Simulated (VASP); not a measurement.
# ZnO (P6_3/mmc) in VASP: notebook

One crystal, ZnO, is run at these levels: PBEsol; tasks: single point.

All numbers are computed with VASP 6.6.1; they aren't measurements. Logs are shortened: lines on timing, memory, paths and dates and some standing lists are left out, and cuts for length are marked.

### Step 1. The undisturbed crystal

Symmetry: P6_3/mmc, No. 194, hexagonal system. Conventional cell: a = 3.288 Å, b = 3.288 Å, c = 7.130 Å, α = 90.00°, β = 90.00°, γ = 120.00°. Around Zn (site symmetry -6m2) lie 3 O at 1.90 Å. O (site symmetry -6m2) is surrounded by 3 Zn at 1.90 Å.

Measurements of this composition are mostly on another form, of space group No. 186.

### Step 2. Single point, PBEsol (grid = ENCUT=280 dk=0.45 cell=1x1x1 ISMEAR=0 SIGMA=0.05 LREAL=Auto EDIFF=1e-06)

The input, INCAR:

```
  PREC = Accurate
  ENCUT = 280
  EDIFF = 1E-6
  ISMEAR = 0
  SIGMA = 0.05
  LREAL = Auto
  LASPH = T
  NELM = 120
  ALGO = Fast
  ISIF = 2
  LWAVE = F
  LCHARG = F
  GGA = PS
  NBANDS = 26
```

The input, KPOINTS:

```
Automatic mesh
0
Gamma
  5 5 2
```

The input, POSCAR:

```
ZnO
1.0
    3.2879671587      0.0000000000      0.0000000000
   -1.6439835793      2.8474630862      0.0000000000
    0.0000000000      0.0000000000      7.1304413500
Zn O
2 2
Direct
    0.0000000000      0.0000000000      0.2500000000
    0.0000000000      0.0000000000      0.7500000000
    0.6666666667      0.3333333333      0.7500000000
    0.3333333333      0.6666666667      0.2500000000
```

Potentials or basis: VASP PAW PBE potentials, release 64 (Zn, O).

Command:

```bash
$ cat potpaw_PBE.64/Zn/POTCAR potpaw_PBE.64/O/POTCAR > POTCAR
$ mpirun -np 1 vasp_std > vasp.out
```

OUTCAR:

```text
PREC = Accurate
   ENCUT = 280
   EDIFF = 1E-6
   ISMEAR = 0
   LREAL = Auto
   LASPH = T
   NELM = 120
   ISIF = 2
   GGA = PS

 Found     10 irreducible k-points:

 Following reciprocal coordinates:
            Coordinates               Weight
  0.000000  0.000000  0.000000      1.000000
  0.200000 -0.000000  0.000000      6.000000
  0.400000 -0.000000  0.000000      6.000000
  0.200000  0.200000  0.000000      6.000000
  0.400000  0.200000  0.000000      6.000000
  0.000000  0.000000  0.500000      1.000000
   k-points           NKPTS =     10   k-points in BZ     NKDIM =     10   number of bands    NBANDS=     26
   number of dos      NEDOS =    301   number of ions     NIONS =      4
   total plane-waves  NPLWV =  12960
   dimension x,y,z NGX =    18 NGY =   18 NGZ =   40
   dimension x,y,z NGXF=    36 NGYF=   36 NGZF=   80
   ions per type =               2   2
   NGX,Y,Z   is equivalent  to a cutoff of   9.10,  9.10,  9.33 a.u.
   NGXF,Y,Z  is equivalent  to a cutoff of  18.20, 18.20, 18.65 a.u.
 SYSTEM =  unknown system
   PREC   = accura    normal or accurate (medium, high low for compatibility)
   ISTART =      0    job   : 0-new  1-cont  2-samecut
   ICHARG =      2    charge: 1-file 2-atom 10-const
   ISPIN  =      1    spin polarized calculation?
   LNONCOLLINEAR =      F non collinear calculations
   LSORBIT =      F    spin-orbit coupling
   LASPH  =      T    aspherical Exc in radial PAW
   ENCUT  =  280.0 eV  20.58 Ry    4.54 a.u.   4.49  4.49  9.73*2*pi/ulx,y,z
   NELM   =    120;   NELMIN=  2; NELMDL= -5     # of ELM steps
   EDIFF  = 0.1E-05   stopping-criterion for ELM
   LREAL  =      T    real-space projection
   EDIFFG = 0.1E-04   stopping-criterion for IOM
   NSW    =      0    number of steps for IOM
   IBRION =     -1    ionic relax: 0-MD 1-quasi-New 2-CG
   NFREE  =      0    steps in history (QN), initial steepest desc. (CG)
   ISIF   =      2    stress and relaxation
   ISYM   =      2    0-nonsym 1-usesym 2-fastsym
   POTIM  = 0.5000    time-step for ionic-motion
   TEBEG  =    0.0;   TEEND  =   0.0 temperature during run
   PSTRESS=    0.0 pullay stress
   NELECT =      36.0000    total number of electrons
   NUPDOWN=      -1.0000    fix difference up-down
   EMIN   =  10.00;   EMAX   =-10.00  energy-range for DOS
   EFERMI =   0.00;   METHOD = LEGACY
   ISMEAR =     0;   SIGMA  =   0.05  broadening in eV -4-tet -1-fermi 0-gaus
   EFERMI_NEDOS =   21; number of points for ismear=-14 and -15
   IALGO  =     68    algorithm
   IMIX   =      4    mixing-type and parameters
     AMIX     =   0.40;   BMIX     =  1.00
     AMIX_MAG =   1.60;   BMIX_MAG =  1.00
  volume/ion in A,a.u.               =      16.69       112.63
  Fermi-wavevector in a.u.,A,eV,Ry     =   1.332524  2.518105 24.158775  1.775620
  Thomas-Fermi vector in A             =   2.461452
   LORBIT       =      0    0 simple, 1 ext, 2 COOP (PROOUT), +10 PAW based schemes
   GGA     = PS    functional components
   LHFCALC =     F    Hartree Fock is set to
   AEXX    =    0.0000 exact exchange contribution
   IVDW    =     0    specifies the selected vdW correction
   LEPSILON=     F    determine dielectric tensor
   LRPA    =     F    only Hartree local field effects (RPA)
 non-spin polarized calculation
 RMM-DIIS sequential band-by-band and
 Gauss-broadening in eV      SIGMA  =   0.05
  energy-cutoff  :      280.00
  volume of cell :       66.76
 maximum number of plane-waves:       733
 NGX is ok and might be reduce to    18
   NGX =  9   NGY =  9   NGZ = 19

 number of electron      36.0000057 magnetization

 Free energy of the ion-electron system (eV)
  ---------------------------------------------------
  ext. energy  EPLUGINS =         0.00000000
  ---------------------------------------------------
  free energy    TOTEN  =       -18.52301137 eV

  energy without entropy =      -18.52301137  energy(sigma->0) =      -18.52301137

 E-fermi :  -0.6132     XC(G=0):  -9.1664

 val. band max:       -0.9190572377   @ k =   0.0000   0.0000   0.0000
 cond. band min:      -0.2272199951   @ k =   0.0000   0.0000   0.0000
 fundamental gap:      0.6918372426
 Fermi energy:        -0.6131753607

 k-point     1 :       0.0000    0.0000    0.0000
  band No.  band energies     occupation
      1     -18.5676      2.00000
      2     -18.4702      2.00000
      3      -7.0477      2.00000
      4      -7.0477      2.00000
      5      -7.0464      2.00000
      6      -7.0464      2.00000
[... 18 lines left out ...]
     25      11.8296      0.00000
     26      12.6180      0.00000

 k-point     2 :       0.2000   -0.0000    0.0000
  band No.  band energies     occupation
      1     -18.3896      2.00000
      2     -18.3236      2.00000
      3      -7.1062      2.00000
      4      -7.0897      2.00000
      5      -6.7912      2.00000
      6      -6.7804      2.00000
[... 18 lines left out ...]
     25      11.0144      0.00000
     26      12.5015      0.00000

 k-point     3 :       0.4000   -0.0000    0.0000
  band No.  band energies     occupation
      1     -18.0982      2.00000
      2     -18.0647      2.00000
      3      -6.9287      2.00000
      4      -6.9257      2.00000
      5      -6.2441      2.00000
      6      -6.2342      2.00000
[... 18 lines left out ...]
     25      10.8726      0.00000
     26      12.8265      0.00000

 k-point     4 :       0.2000    0.2000    0.0000
  band No.  band energies     occupation
      1     -18.1580      2.00000
      2     -18.1183      2.00000
      3      -6.9825      2.00000
      4      -6.9824      2.00000
      5      -6.3456      2.00000
      6      -6.3277      2.00000
[... 18 lines left out ...]
     25      10.4760      0.00000
     26      12.1456      0.00000

 k-point     5 :       0.4000    0.2000    0.0000
  band No.  band energies     occupation
      1     -18.0101      2.00000
      2     -17.9951      2.00000
      3      -6.7192      2.00000
      4      -6.7018      2.00000
      5      -6.1883      2.00000
      6      -6.0790      2.00000
[... 18 lines left out ...]
     25      10.3089      0.00000
     26      10.5330      0.00000

 k-point     6 :       0.0000    0.0000    0.5000
  band No.  band energies     occupation
      1     -18.5113      2.00000
      2     -18.5113      2.00000
      3      -7.0434      2.00000
      4      -7.0434      2.00000
      5      -7.0434      2.00000
      6      -7.0434      2.00000
[... 18 lines left out ...]
     25      12.1725      0.00000
     26      12.1725      0.00000

 [... further k-points ...]

------------------------ aborting loop because EDIFF is reached ----------------------------------------

  FORCE on cell =-STRESS in cart. coord.  units (eV):
  Direction    XX          YY          ZZ          XY          YZ          ZX
  --------------------------------------------------------------------------------------
  -------------------------------------------------------------------------------------
  Total      -14.7231331    -14.7231331    -14.2338251     -0.0000000      0.0000000      0.0000000
  in kB     -353.3530434   -353.3530434   -341.6097211     -0.0000000      0.0000000      0.0000000
  external PRESSURE =    -349.4386027 kB  Pullay stress =       0.0000000 kB

 VOLUME and BASIS-vectors are now :
 -----------------------------------------------------------------------------
  energy-cutoff  :      280.00
  volume of cell :       66.76
      direct lattice vectors                 reciprocal lattice vectors
     3.287967159  0.000000000  0.000000000     0.304139291  0.175594901  0.000000000
    -1.643983579  2.847463086  0.000000000     0.000000000  0.351189803  0.000000000
     0.000000000  0.000000000  7.130441350     0.000000000  0.000000000  0.140243773

 POSITION                                       TOTAL-FORCE (eV/Angst)
 -----------------------------------------------------------------------------------
      0.00000      0.00000      1.78261         0.000000      0.000000      0.000000
      0.00000      0.00000      5.34783        -0.000000      0.000000      0.000000
      1.64398      0.94915      5.34783         0.000000     -0.000000      0.000000
     -0.00000      1.89831      1.78261         0.000000     -0.000000     -0.000000
 -----------------------------------------------------------------------------------
    total drift:                                0.000000      0.000000      0.000000

  FREE ENERGIE OF THE ION-ELECTRON SYSTEM (eV)
  ---------------------------------------------------
  free  energy   TOTEN  =       -18.5230113679 eV

  energy  without entropy=      -18.5230113679  energy(sigma->0) =      -18.52301137
```

Run time: 11 s. Hardware: 1 thread of Intel Xeon Platinum 8259CL at 2.50GHz (Skylake/Cascade Lake), shared host; peak memory 0.13 GiB.

The run converged, but a check on its numbers failed (symmetry, net force, bounds or a known fault of this set-up), so they aren't taken as properties of the crystal.

Caveat: the k mesh is coarse (spacing up to 0.44 Å⁻¹), so the values aren't converged; the cutoff lies under the usual one of these potentials, so the numbers hold a large basis-set error; a pressure of tens of GPa on the cell as given is suspect, and the run, the potentials or the cell itself is likely at fault; the PAW data sets were made with another functional, which shifts forces and pressure a little.

### Step 3. Single point, PBEsol (grid = ENCUT=340 dk=0.45 cell=1x1x1 ISMEAR=0 SIGMA=0.05 LREAL=Auto EDIFF=1e-06)

INCAR, as its differences from that of step 2:

```diff
@@ -1,3 +1,3 @@
   PREC = Accurate
-  ENCUT = 280
+  ENCUT = 340
   EDIFF = 1E-6
```

KPOINTS is that of step 2.

POSCAR is that of step 2.

Potentials or basis: VASP PAW PBE potentials, release 64 (Zn, O).

Command:

```bash
$ cat potpaw_PBE.64/Zn/POTCAR potpaw_PBE.64/O/POTCAR > POTCAR
$ mpirun -np 1 vasp_std > vasp.out
```

It took 16 s on 1 thread of Intel Xeon Platinum 8259CL at 2.50GHz (Skylake/Cascade Lake), shared host; peak memory 0.14 GiB.

The run converged, but a check on its numbers failed (symmetry, net force, bounds or a known fault of this set-up), so they aren't taken as properties of the crystal.

Caveat: the k mesh is coarse (spacing up to 0.44 Å⁻¹), so the values aren't converged; the cutoff lies under the usual one of these potentials, so the numbers hold a large basis-set error; the PAW data sets were made with another functional, which shifts forces and pressure a little.

### Step 4. Single point, PBEsol (grid = ENCUT=400 dk=0.45 cell=1x1x1 ISMEAR=0 SIGMA=0.05 LREAL=Auto EDIFF=1e-06)

INCAR, as its differences from that of step 3:

```diff
@@ -1,3 +1,3 @@
   PREC = Accurate
-  ENCUT = 340
+  ENCUT = 400
   EDIFF = 1E-6
```

KPOINTS is that of step 3.

POSCAR is that of step 3.

Command:

```bash
$ cat potpaw_PBE.64/Zn/POTCAR potpaw_PBE.64/O/POTCAR > POTCAR
$ mpirun -np 1 vasp_std > vasp.out
```

It took 18 s on 1 thread of Intel Xeon Platinum 8259CL at 2.50GHz (Skylake/Cascade Lake), shared host; peak memory 0.16 GiB.

The run converged, but some of its settings lie outside the range that counts as converged, so its numbers aren't taken as properties of the crystal.

Results:

```
Free energy            : -18.2835 eV
Band gap on the k mesh : 0.75 eV, direct
```

Caveat: the k mesh is coarse (spacing up to 0.44 Å⁻¹), so the values aren't converged; the cutoff is under 1.25 times the usual one of these potentials, so pressure, stress and relaxed cells hold a basis-set (Pulay) error; the PAW data sets were made with another functional, which shifts forces and pressure a little.

### Step 5. Single point, PBEsol (grid = ENCUT=460 dk=0.45 cell=1x1x1 ISMEAR=0 SIGMA=0.05 LREAL=Auto EDIFF=1e-06)

INCAR, as its differences from that of step 4:

```diff
@@ -1,3 +1,3 @@
   PREC = Accurate
-  ENCUT = 400
+  ENCUT = 460
   EDIFF = 1E-6
```

KPOINTS is that of step 4.

POSCAR is that of step 4.

Potentials or basis: VASP PAW PBE potentials, release 64 (Zn, O).

Command:

```bash
$ cat potpaw_PBE.64/Zn/POTCAR potpaw_PBE.64/O/POTCAR > POTCAR
$ mpirun -np 1 vasp_std > vasp.out
```

OUTCAR:

```text
PREC = Accurate
   ENCUT = 460
   EDIFF = 1E-6
   ISMEAR = 0
   LREAL = Auto
   LASPH = T
   NELM = 120
   ISIF = 2
   GGA = PS

 Found     10 irreducible k-points:

 Following reciprocal coordinates:
            Coordinates               Weight
  0.000000  0.000000  0.000000      1.000000
  0.200000 -0.000000  0.000000      6.000000
  0.400000 -0.000000  0.000000      6.000000
  0.200000  0.200000  0.000000      6.000000
  0.400000  0.200000  0.000000      6.000000
  0.000000  0.000000  0.500000      1.000000
   k-points           NKPTS =     10   k-points in BZ     NKDIM =     10   number of bands    NBANDS=     26
   number of dos      NEDOS =    301   number of ions     NIONS =      4
   total plane-waves  NPLWV =  28800
   dimension x,y,z NGX =    24 NGY =   24 NGZ =   50
   dimension x,y,z NGXF=    48 NGYF=   48 NGZF=  100
   ions per type =               2   2
   NGX,Y,Z   is equivalent  to a cutoff of  12.13, 12.13, 11.66 a.u.
   NGXF,Y,Z  is equivalent  to a cutoff of  24.27, 24.27, 23.31 a.u.
 SYSTEM =  unknown system
   PREC   = accura    normal or accurate (medium, high low for compatibility)
   ISTART =      0    job   : 0-new  1-cont  2-samecut
   ICHARG =      2    charge: 1-file 2-atom 10-const
[... 57 lines left out ...]
 E-fermi :  -0.6347     XC(G=0):  -9.1701

 val. band max:       -0.9002728409   @ k =   0.0000   0.0000   0.0000
 cond. band min:      -0.1546515088   @ k =   0.0000   0.0000   0.0000
 fundamental gap:      0.7456213320
 Fermi energy:        -0.6347413601

 k-point     1 :       0.0000    0.0000    0.0000
  band No.  band energies     occupation
      1     -18.2955      2.00000
      2     -18.2130      2.00000
      3      -7.0301      2.00000
      4      -7.0301      2.00000
      5      -7.0154      2.00000
      6      -7.0154      2.00000
[... 163 lines left out ...]
     25      12.1487      0.00000
     26      12.1487      0.00000

 [... further k-points ...]

------------------------ aborting loop because EDIFF is reached ----------------------------------------

  FORCE on cell =-STRESS in cart. coord.  units (eV):
  Direction    XX          YY          ZZ          XY          YZ          ZX
  --------------------------------------------------------------------------------------
  -------------------------------------------------------------------------------------
  Total       -2.4468905     -2.4468905     -0.6268434     -0.0000000      0.0000000     -0.0000000
  in kB      -58.7250136    -58.7250136    -15.0441492     -0.0000000      0.0000000     -0.0000000
  external PRESSURE =     -44.1647255 kB  Pullay stress =       0.0000000 kB

 VOLUME and BASIS-vectors are now :
 -----------------------------------------------------------------------------
  energy-cutoff  :      460.00
  volume of cell :       66.76
      direct lattice vectors                 reciprocal lattice vectors
     3.287967159  0.000000000  0.000000000     0.304139291  0.175594901  0.000000000
    -1.643983579  2.847463086  0.000000000     0.000000000  0.351189803  0.000000000
     0.000000000  0.000000000  7.130441350     0.000000000  0.000000000  0.140243773

 POSITION                                       TOTAL-FORCE (eV/Angst)
 -----------------------------------------------------------------------------------
      0.00000      0.00000      1.78261        -0.000000      0.000000     -0.000000
      0.00000      0.00000      5.34783        -0.000000      0.000000     -0.000000
      1.64398      0.94915      5.34783        -0.000000     -0.000000     -0.000000
     -0.00000      1.89831      1.78261         0.000000      0.000000      0.000000
 -----------------------------------------------------------------------------------
    total drift:                               -0.000000      0.000000     -0.000000

  FREE ENERGIE OF THE ION-ELECTRON SYSTEM (eV)
  ---------------------------------------------------
  free  energy   TOTEN  =       -18.2606090825 eV

  energy  without entropy=      -18.2606090825  energy(sigma->0) =      -18.26060908
```

stdout:

```text
POSCAR found type information on POSCAR ZnO
 POSCAR found :  2 types and       4 ions
 scaLAPACK will be used
 -----------------------------------------------------------------------------
|                                                                             |
|                                                                             |
|     You have a (more or less) 'small supercell' and for smaller cells       |
|     it is recommended to use the reciprocal-space projection scheme!        |
|     The real-space optimization is not efficient for small cells and it     |
|     is also less accurate ...                                               |
|     Therefore, set LREAL=.FALSE. in the INCAR file.                         |
|                                                                             |
 -----------------------------------------------------------------------------

 -----------------------------------------------------------------------------
|                                                                             |
|                                                                             |
|     You enforced a specific xc type in the INCAR file but a different       |
|     I HOPE YOU KNOW WHAT YOU ARE DOING!                                     |
|                                                                             |
 -----------------------------------------------------------------------------

 LDA part: xc-table for (Slater+PW92), standard interpolation
 POSCAR, INCAR and KPOINTS ok, starting setup
 FFT: planning ... GRIDC
 FFT: planning ... GRID_SOFT
 FFT: planning ... GRID
 WAVECAR not read
 entering main loop
```

It took 20 s on 1 thread of Intel Xeon Platinum 8259CL at 2.50GHz (Skylake/Cascade Lake), shared host; peak memory 0.17 GiB.

These settings aren't checked as converged: the numbers below hold their error.

What came out:

| Property | Result |
| --- | --- |
| Free energy | -18.2606 eV |
| Pressure | -4.4 GPa |
| Band gap on the k mesh | 0.75 eV, direct |

Caveat: the k mesh is coarse (spacing up to 0.44 Å⁻¹), so the values aren't converged; the cutoff is under 1.25 times the usual one of these potentials, so pressure, stress and relaxed cells hold a basis-set (Pulay) error; the PAW data sets were made with another functional, which shifts forces and pressure a little.

(Part 1 of 2 ends here.)
